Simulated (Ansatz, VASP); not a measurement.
# GaN in VASP and in Ansatz

File INCAR:

```
PREC     = Accurate       # precision mode
ENCUT    = 520            # plane-wave cutoff, eV
EDIFF    = 1E-6           # SCF threshold, eV
ISMEAR   = 0              # smearing method
SIGMA    = 0.05           # smearing width, eV
LREAL    = F              # projectors in reciprocal space
LASPH    = T              # aspherical terms in the spheres
NELM     = 60             # most SCF steps
ALGO     = Normal         # electronic algorithm
ISIF     = 2              # what is computed and relaxed
LWAVE    = F              # write WAVECAR
LCHARG   = T              # write CHGCAR
GGA      = PE             # functional
LELF     = T              # ELF
LVHAR    = T            
NBANDS   = 16             # bands
```

The input KPOINTS:

```
Automatic mesh
0
Gamma
  10 10 10
```

The input POSCAR:

```
GaN
1.0
    0.0000000000      2.2535006075      2.0281505468
    2.2535006075      0.0000000000      2.0281505468
    2.2535006075      2.2535006075      0.0000000000
Ga N
1 1
Direct
    0.0000000000      0.0000000000      0.0000000000
    0.7500000000      0.7500000000      0.7500000000
```

Input for Ansatz:

```yaml
crystal:
  lattice:
    - [0.0, 2.2535006075, 2.0281505468]
    - [2.2535006075, 0.0, 2.0281505468]
    - [2.2535006075, 2.2535006075, 0.0]
  atoms:
    - { symbol: Ga, position: [0.0, 0.0, 0.0] }
    - { symbol: "N", position: [0.75, 0.75, 0.75] }
basis:
  ecutwfc: 420
kpoints:
  mp_grid: { grid: [10, 10, 10] }
hamiltonian:
  xc: pbe
scf:
  occupations: { method: gaussian, width: 0.05 }
output:
  forces: true
  stress: true
  eigenvalues: true
```

Change from the starting cell: strain -0.1000 x Voigt [0, 0, 1, 0, 0, 0], atoms carried along.

Alike in both runs: task single point; functional PBE; k mesh 10 × 10 × 10; occupations gaussian, width 0.05 eV; no spin polarisation.

|  | VASP | Ansatz |
| --- | --- | --- |
| version | VASP 6.6.1 | Ansatz 0.2.0 |
| potentials or method | VASP PAW PBE potentials, release 64 (Ga_d, N) | scalar-relativistic, plane waves, PAW |
| plane-wave cutoff (eV) | 520 | 420 |
| valence electrons in the cell | 18 | 18 |

Ansatz gave:

```
gap on the k mesh at the Fermi level (eV)       : 2.10
least direct gap on the mesh (eV)               : 2.10
pressure (GPa)                                  : 29.4
largest component of the traceless stress (GPa) : 5.20
```

Estimate VASP's values.

gap on the k mesh at the Fermi level (eV): 2.12; least direct gap on the mesh (eV): 2.12; pressure (GPa): 29.3; largest component of the traceless stress (GPa): 5.29.

Caveats: so large a pressure means that the cell lies far from this level's equilibrium, or that cutoff or potentials fall short (VASP).
